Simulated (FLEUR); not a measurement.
# Ti (P6_3/mmc) in FLEUR: notebook

One crystal, Ti, is run at these levels: PBEsol; tasks: equation of state.

All numbers are computed with FLEUR MaX-R8.1 (later development tree); they aren't measurements. Logs are shortened: lines on timing, memory, paths and dates and some standing lists are left out, and cuts for length are marked.

### 1 Starting point

The structure is hexagonal, space group P6_3/mmc (No. 194). Conventional cell: a = 2.950 Å, b = 2.950 Å, c = 4.680 Å, α = 90.00°, β = 90.00°, γ = 120.00°. Ti (site symmetry -6m2) has 12 Ti at 2.89 to 2.95 Å as nearest neighbours.

### 2 Equation of state, PBEsol, 16.58 Å³/atom (volume scaled by 0.94)

inp.xml reads:

```xml
<?xml version="1.0" encoding="UTF-8" standalone="no"?>
<fleurInput fleurInputVersion="0.39">
   <comment>
      Ti                                                                                                  
   </comment>
   <calculationSetup>
      <cutoffs Kmax="4.1" Gmax="12.7" GmaxXC="12.7" numbands="0"/>
      <scfLoop itmax="60" minDistance="0.00001" maxIterBroyd="15" imix="Anderson" alpha="0.05" precondParam="0.0" spinf="2.0" sdNocoIR="T"/>
      <coreElectrons ctail="T" frcor="F" kcrel="0" coretail_lmax="0"/>
      <xcFunctional name="PBEs" relativisticCorrections="F"/>
      <magnetism jspins="1"/>
      <soc l_soc="F" theta="0.0" phi="0.0" spav="F"/>
      <expertModes spex="0" secvar="F"/>
      <geometryOptimization l_f="F" forcealpha="1.0" forcemix="BFGS" epsdisp="0.0005" epsforce="0.0002"/>
      <ldaU l_linMix="F" mixParam="0.05" spinf="1.0"/>
   </calculationSetup>
   <cell>
      <bzIntegration valenceElectrons="24.0" mode="hist" fermiSmearingEnergy="0.00183747">
         <kPointListSelection listName="default-1"/>
         <!-- k-points included here -->
         <xi:include xmlns:xi="http://www.w3.org/2001/XInclude" href="kpts.xml"> </xi:include>
      </bzIntegration>
      <!-- symmetry operations included here -->
      <xi:include xmlns:xi="http://www.w3.org/2001/XInclude" href="sym.xml"> </xi:include>
      <bulkLattice scale="0.9795861087">
         <bravaisMatrix>
            <row-1>    5.5746920675700000     0.0000000000000000     0.0000000000000000</row-1>
            <row-2>   -2.7873460337850000     4.8278249488590683     0.0000000000000000</row-2>
            <row-3>    0.0000000000000000     0.0000000000000000     8.8439182631279998</row-3>
         </bravaisMatrix>
      </bulkLattice>
   </cell>
   <atomSpecies>
      <species name="Titanium (Ti)" element="Ti" atomicNumber="22">
         <mtSphere radius="2.46" gridPoints="837" logIncrement="0.014"/>
         <atomicCutoffs lmax="10" lnonsphr="10"/>
         <electronConfig flipSpins="F">
            <coreConfig>(1s1/2) (2s1/2) (2p1/2) (2p3/2)</coreConfig>
            <valenceConfig>(3s1/2) (3p1/2) (3p3/2) (4s1/2) (3d3/2) (3d5/2)</valenceConfig>
            <stateOccupation state="(3d3/2)" spinUp="0.400000" spinDown="0.400000"/>
            <stateOccupation state="(3d5/2)" spinUp="0.600000" spinDown="0.600000"/>
         </electronConfig>
         <energyParameters s="4" p="4" d="3" f="4"/>
         <lo type="SCLO" l="0" n="3" eDeriv="0"/>
         <lo type="SCLO" l="1" n="3" eDeriv="0"/>
         <lo type="SCLO" l="1" n="3" eDeriv="1"/>
         <lo type="SCLO" l="2" n="3" eDeriv="2"/>
         <lo type="SCLO" l="3" n="4" eDeriv="2"/>
      </species>
   </atomSpecies>
   <atomGroups>
      <atomGroup species="Titanium (Ti)">
         <relPos label="                   1">-1.000/3.000 1.000/3.000 -1.000/4.000</relPos>
         <relPos label="                   2">1.000/3.000 -1.000/3.000 1.000/4.000</relPos>
         <force calculate="T" relaxXYZ="TTT"/>
      </atomGroup>
   </atomGroups>
   <output dos="F" band="F" slice="F">
      <checks vchk="F" cdinf="F"/>
      <bandDOS minEnergy="-.5*Htr" maxEnergy="0.5*Htr" sigma="0.015" storeEVData="T"/>
      <vacuumDOS vacdos="F" integ="F" star="F" nstars="0" locx1="0.0" locy1="0.0" locx2="0.0" locy2="0.0" nstm="0" tworkf="0.0"/>
      <unfoldingBand unfoldBand="F" supercellX="1" supercellY="1" supercellZ="1"/>
      <plotting iplot="0" polar="F">
         <plot TwoD="T" vec1="  1.0  0.0  0.0" vec2="  0.0  1.0  0.0" vec3="  0.0  0.0  1.0" zero="  0.0  0.0  0.0" file="plot"/>
      </plotting>
      <chargeDensitySlicing numkpt="0" minEigenval="0.0" maxEigenval="0.0" nnne="0" pallst="F"/>
      <specialOutput eonly="F"/>
      <moessbauerParams electricFieldGradient="T" isomerShift="T" coreHyperfine="T" valenceHyperfine="T"/>
      <magneticCircularDichroism mcd="F" energyLo="-10.0" energyUp="0.0"/>
   </output>
  <!-- We include the file relax.xml here to enable relaxations (see documentation) -->
  <xi:include xmlns:xi="http://www.w3.org/2001/XInclude" href="relax.xml"> <xi:fallback/> </xi:include>
</fleurInput>
```

Potentials or basis: all-electron, FLAPW.

Launch:

```
$ inpgen -f crystal.txt -profile fastHighL
$ # inp.xml edited to the form shown
$ fleur_MPI
```

Output:

```text
Welcome to FLEUR        (www.flapw.de)
      MaX-Release 8.1          (www.max-centre.eu)

 ========== k-point set info ==========
 Selected k-point list: default-1
 k-point list type: mesh
 10 x 10 x 6
 Number of k points: 56

 ------------Calculation Setup---------------------------
 Number of MPI-tasks      :            1
 Number of PE/node        :            1
 Number of OMP-threads    :            1
 Most efficient MPI parallelization for:
           1           2           4           7           8          14          28          56
 Additional eigenvalue parallelization possible
 Number of basis functions:          345
 Approximate size of matrices (H+S) per k-point:         0.002 GB
 --------------------------------------------------------
 Iteration:     1   Distance:       8.27893954 me/bohr^3
 Iteration:     2   Distance:       7.40367310 me/bohr^3
 Iteration:     3   Distance:       2.71529591 me/bohr^3
 Iteration:     4   Distance:       2.34678443 me/bohr^3
 Iteration:     5   Distance:       0.70503763 me/bohr^3
 Iteration:     6   Distance:       0.41711175 me/bohr^3
 Iteration:     7   Distance:       0.04103399 me/bohr^3
 Iteration:     8   Distance:       0.00654178 me/bohr^3
 Iteration:     9   Distance:       0.00733462 me/bohr^3
 Iteration:    10   Distance:       0.00060859 me/bohr^3
 Iteration:    11   Distance:       0.00045761 me/bohr^3
 Iteration:    12   Distance:       0.00003337 me/bohr^3
 Iteration:    13   Distance:       0.00000242 me/bohr^3

 ********************************************************************
 Run finished successfully
 Stop message:
   all done
 ********************************************************************
```

out.xml (last iteration):

```text
<iteration numberForCurrentRun="   13" overallNumber="   13">
         <energyParameters units="Htr">
            <atomicEP atomType="1" spin="1" branch="4s" branchLowest="-1.70" branchHighest="2.07" value="0.2346396197"/>
            <atomicEP atomType="1" spin="1" branch="4p" branchLowest="-0.80" branchHighest="2.55" value="0.3460281913"/>
            <atomicEP atomType="1" spin="1" branch="3d" branchLowest="-9.99" branchHighest="0.59" value="0.3578316195"/>
            <atomicEP atomType="1" spin="1" branch="4f" branchLowest="-9.99" branchHighest="3.00" value="0.6300031853"/>
            <loAtomicEP atomType="1" spin="1" branch="3s" branchLowest="-19.13" branchHighest="-1.70" value="-1.7224464133"/>
            <loAtomicEP atomType="1" spin="1" branch="3p" branchLowest="-15.74" branchHighest="-0.80" value="-0.8550407397"/>
            <loAtomicEP atomType="1" spin="1" branch="3p" branchLowest="-15.74" branchHighest="-0.80" value="-0.8550407397"/>
            <loAtomicEP atomType="1" spin="1" branch="3d" branchLowest="-9.99" branchHighest="0.59" value="0.3574685290"/>
            <loAtomicEP atomType="1" spin="1" branch="4f" branchLowest="-9.99" branchHighest="3.00" value="0.6300059699"/>
         </energyParameters>
         <eigenvalues>
            <eigenvaluesAt spin="1" ikpt="1" k_x="0.00000000" k_y="0.00000000" k_z="0.00000000">
                      -1.7280138900       -1.7217993923       -0.8743776671       -0.8466046360       -0.8466046360
                      -0.8436220120       -0.8422995460       -0.8422995460        0.1172585383        0.2452883386
                       0.3780620713        0.3780620713        0.3810713088        0.3823633320        0.3977455503
                       0.3977455503        0.4116472066        0.4116472066        0.4719245859
            </eigenvaluesAt>
            <eigenvaluesAt spin="1" ikpt="2" k_x="0.00000000" k_y="0.00000000" k_z="0.16666667">
                      -1.7276044713       -1.7222225138       -0.8724003688       -0.8463185872       -0.8463185872
                      -0.8457735583       -0.8425900354       -0.8425900354        0.1261927037        0.2412797480
                       0.3669495500        0.3743651135        0.3743651135        0.3773647414        0.3929375232
                       0.3929375233        0.4212148570        0.4212148570        0.4723131623
            </eigenvaluesAt>
            <eigenvaluesAt spin="1" ikpt="3" k_x="0.00000000" k_y="0.00000000" k_z="0.33333333">
                      -1.7264804699       -1.7233733983       -0.8669424164       -0.8515783440       -0.8455333950
                      -0.8455333950       -0.8433812234       -0.8433812234        0.1514203808        0.2225774542
                       0.3494767623        0.3647218744        0.3713918744        0.3713918744        0.3829024190
                       0.3829024190        0.4401023083        0.4401023083        0.4692999612
            </eigenvaluesAt>
            <eigenvaluesAt spin="1" ikpt="4" k_x="0.00000000" k_y="0.00000000" k_z="0.50000000">
                      -1.7249336818       -1.7249336818       -0.8593469414       -0.8593469414       -0.8444590625
                      -0.8444590625       -0.8444590625       -0.8444590625        0.1875225982        0.1875225982
                       0.3514825264        0.3514825264        0.3744236377        0.3744236377        0.3744236377
                       0.3744236377        0.4581157045        0.4581157045        0.4581157045
            </eigenvaluesAt>
         </eigenvalues>
         <bandgap value="0.0274040696" units="eV"/>
         <sumValenceSingleParticleEnergies value="-14.8810303659" units="Htr"/>
         <FermiEnergy value="0.3481375172" units="Htr"/>
         <valenceDensity>
            <mtCharges spin="1">
               <mtCharge atomType="1" total="10.5595749" s="2.3191355" p="6.2135497" d="2.0102249" f="0.0143916"/>
            </mtCharges>
            <spinDependentCharge spin="1" total="24.0000000" interstitial="2.8808502" mtSpheres="21.1191498"/>
            <totalCharge value="24.0000000000"/>
         </valenceDensity>
         <coreStates atomType="     1" atomicNumber=" 22" spin="1" kinEnergy="    792.0297571918" eigValSum="   -488.9288547963" lostElectrons=" 0.000000">
            <state n="1" l="0" j="0.5" energy="-178.1055132133" weight="1.0000000000"/>
            <state n="2" l="0" j="0.5" energy="-19.1341782063" weight="1.0000000000"/>
            <state n="2" l="1" j="0.5" energy="-15.8827290627" weight="1.0000000000"/>
            <state n="2" l="1" j="1.5" energy="-15.6710034579" weight="2.0000000000"/>
         </coreStates>
         <allElectronCharges>
            <spinDependentCharge spin="1" total="44.0000000" interstitial="2.8808502" mtSpheres="41.1191498"/>
            <totalCharge value="44.0000000000"/>
         </allElectronCharges>
         <moessbauerParams unitsHFF="kG" unitsIS="e/bohr^3" unitsEFG="Htr/bohr^2">
            <coreIsomerShift atomType="1" isTotal="8401.74992">
               <shell n="1" l="0" isomerShift="7719.41900"/>
               <shell n="2" l="0" isomerShift="679.80518"/>
               <shell n="2" l="1" isomerShift="2.52574"/>
            </coreIsomerShift>
            <isomerShift atomType="1" nucleusRadius="0.0000858" averageDensity="8499.94151"/>
            <electricFieldGradient atomType="1" VXX="-0.11213" VYY="-0.11213" VZZ="0.22426" asymParam="0.00000">
            </electricFieldGradient>
         </moessbauerParams>
         <totalEnergy                                    value="    -1705.7434643028" units="Htr">
            <sumOfEigenvalues                            value="     -992.7387399584">
               <coreElectrons value="-977.8577095926"/>
               <valenceElectrons value="-14.8810303659"/>
            </sumOfEigenvalues>
            <densityCoulombPotentialIntegral value="-2606.8221467555"/>
            <densityEffectivePotentialIntegral value="-2714.6848620986"/>
            <chargeDenXCDenIntegral value="-82.4628526735"/>
            <FockExchangeEnergyValence value="0.0000000000"/>
            <FockExchangeEnergyCore value="0.0000000000"/>
            <atomTypeDependentContributions atomType="1">
               <electronNucleiInteractionDifferentMTs value="2022.3521377266"/>
               <MadelungTerm value="-19.4635226652"/>
            </atomTypeDependentContributions>
            <tkbTimesEntropy value="0.0007065228"/>
            <freeEnergy value="-1705.7441708256"/>
            <extrapolationTo0K value="-1705.7438175642"/>
         </totalEnergy>
         <densityConvergence units="me/bohr^3">
            <chargeDensity spin="1" distance="0.0000024177"/>
         </densityConvergence>
      </iteration>
```

It took 56 s on 1 thread of Intel Xeon Platinum 8259CL at 2.50GHz (Skylake/Cascade Lake), shared host; peak memory 0.08 GiB.

What came out:

```yaml
Free_energy: -46415.6635 eV
Band_gap_on_the_k_mesh: none (metal or under the smearing width)
Valence_electrons_inside_the_program's_atomic_spheres: Ti 10.56 (radii Ti 2.46 bohr)
```

### 3 Equation of state, PBEsol, 16.93 Å³/atom (volume scaled by 0.96)

Edit inp.xml of step 2 so:

```diff
@@ -24,3 +24,3 @@
       <xi:include xmlns:xi="http://www.w3.org/2001/XInclude" href="sym.xml"> </xi:include>
-      <bulkLattice scale="0.9795861087">
+      <bulkLattice scale="0.9864848297">
          <bravaisMatrix>
```

Potentials or basis: all-electron, FLAPW.

Launch:

```
$ inpgen -f crystal.txt -profile fastHighL
$ # inp.xml edited to the form shown
$ fleur_MPI
```

Wall time 68 s (1 thread of Intel Xeon Platinum 8259CL at 2.50GHz (Skylake/Cascade Lake), shared host); peak memory 0.08 GiB.

The run converged. Its results:

```yaml
Free_energy: -46415.6627 eV
Band_gap_on_the_k_mesh: none (metal or under the smearing width)
Valence_electrons_inside_the_program's_atomic_spheres: Ti 10.53 (radii Ti 2.46 bohr)
```

### 4 Equation of state, PBEsol, 17.28 Å³/atom (volume scaled by 0.98)

Edit inp.xml of step 3 so:

```diff
@@ -24,3 +24,3 @@
       <xi:include xmlns:xi="http://www.w3.org/2001/XInclude" href="sym.xml"> </xi:include>
-      <bulkLattice scale="0.9864848297">
+      <bulkLattice scale="0.9932883884">
          <bravaisMatrix>
```

Launch:

```
$ inpgen -f crystal.txt -profile fastHighL
$ # inp.xml edited to the form shown
$ fleur_MPI
```

It took 65 s on 1 thread of Intel Xeon Platinum 8259CL at 2.50GHz (Skylake/Cascade Lake), shared host; peak memory 0.08 GiB.

Results (log left out):

```yaml
Free_energy: -46415.6515 eV
Band_gap_on_the_k_mesh: none (metal or under the smearing width)
Valence_electrons_inside_the_program's_atomic_spheres: Ti 10.50 (radii Ti 2.46 bohr)
```

### 5 Equation of state, PBEsol, 17.64 Å³/atom

Edit inp.xml of step 4 so:

```diff
@@ -24,3 +24,3 @@
       <xi:include xmlns:xi="http://www.w3.org/2001/XInclude" href="sym.xml"> </xi:include>
-      <bulkLattice scale="0.9932883884">
+      <bulkLattice scale="1.0000000000">
          <bravaisMatrix>
```

Launch:

```
$ inpgen -f crystal.txt -profile fastHighL
$ # inp.xml edited to the form shown
$ fleur_MPI
```

Run time: 67 s. Hardware: 1 thread of Intel Xeon Platinum 8259CL at 2.50GHz (Skylake/Cascade Lake), shared host; peak memory 0.08 GiB.

It converged, with:

* Free energy: -46415.6308 eV
* Band gap on the k mesh: none (metal or under the smearing width)
* Valence electrons inside the program's atomic spheres: Ti 10.47 (radii Ti 2.46 bohr)

### 6 Equation of state, PBEsol, 17.99 Å³/atom (volume scaled by 1.02)

Edit inp.xml of step 5 so:

```diff
@@ -24,3 +24,3 @@
       <xi:include xmlns:xi="http://www.w3.org/2001/XInclude" href="sym.xml"> </xi:include>
-      <bulkLattice scale="1.0000000000">
+      <bulkLattice scale="1.0066227096">
          <bravaisMatrix>
```

Potentials or basis: all-electron, FLAPW.

Launch:

```
$ inpgen -f crystal.txt -profile fastHighL
$ # inp.xml edited to the form shown
$ fleur_MPI
```

Run time: 61 s. Hardware: 1 thread of Intel Xeon Platinum 8259CL at 2.50GHz (Skylake/Cascade Lake), shared host; peak memory 0.08 GiB.

The run converged. Its results:

```yaml
Free_energy: -46415.6015 eV
Band_gap_on_the_k_mesh: none (metal or under the smearing width)
Valence_electrons_inside_the_program's_atomic_spheres: Ti 10.44 (radii Ti 2.46 bohr)
```

### 7 Equation of state, PBEsol, 18.34 Å³/atom (volume scaled by 1.04)

Edit inp.xml of step 6 so:

```diff
@@ -24,3 +24,3 @@
       <xi:include xmlns:xi="http://www.w3.org/2001/XInclude" href="sym.xml"> </xi:include>
-      <bulkLattice scale="1.0066227096">
+      <bulkLattice scale="1.0131594038">
          <bravaisMatrix>
```

Launch:

```
$ inpgen -f crystal.txt -profile fastHighL
$ # inp.xml edited to the form shown
$ fleur_MPI
```

Run time: 71 s. Hardware: 1 thread of Intel Xeon Platinum 8259CL at 2.50GHz (Skylake/Cascade Lake), shared host; peak memory 0.08 GiB.

The run converged. Its results:

```
Free energy                                           : -46415.5643 eV
Band gap on the k mesh                                : none (metal or under the smearing width)
Valence electrons inside the program's atomic spheres : Ti 10.42 (radii Ti 2.46 bohr)
```

### 8 Equation of state, PBEsol, 18.69 Å³/atom (volume scaled by 1.06)

Edit inp.xml of step 7 so:

```diff
@@ -24,3 +24,3 @@
       <xi:include xmlns:xi="http://www.w3.org/2001/XInclude" href="sym.xml"> </xi:include>
-      <bulkLattice scale="1.0131594038">
+      <bulkLattice scale="1.0196128224">
          <bravaisMatrix>
```

Launch:

```
$ inpgen -f crystal.txt -profile fastHighL
$ # inp.xml edited to the form shown
$ fleur_MPI
```

Wall time 72 s (1 thread of Intel Xeon Platinum 8259CL at 2.50GHz (Skylake/Cascade Lake), shared host); peak memory 0.08 GiB.

It converged, with:

```
Free energy                                           : -46415.5199 eV
Band gap on the k mesh                                : none (metal or under the smearing width)
Valence electrons inside the program's atomic spheres : Ti 10.39 (radii Ti 2.46 bohr)
```

### 9 Equation of state, PBEsol

Potentials or basis: all-electron, FLAPW.

No new run: the results of the series are fitted here.

Results:

| Quantity | Value |
| --- | --- |
| Equilibrium volume | 16.73 Å³/atom |
| Bulk modulus at fixed shape and positions | 118 GPa |
| Pressure derivative of the bulk modulus | 3.5 |

Energy against volume, from the lowest point:
| volume (Å³/atom) | energy (meV/atom) |
| --- | --- |
| 16.577 | 0.00 |
| 16.930 | 0.39 |
| 17.283 | 5.98 |
| 17.636 | 16.31 |
| 17.988 | 30.98 |
| 18.341 | 49.59 |
| 18.694 | 71.76 |

Caveat: the cell was scaled at fixed shape and fractional positions, which overstates the stiffness of a crystal with free parameters, most of all of layers and chains.
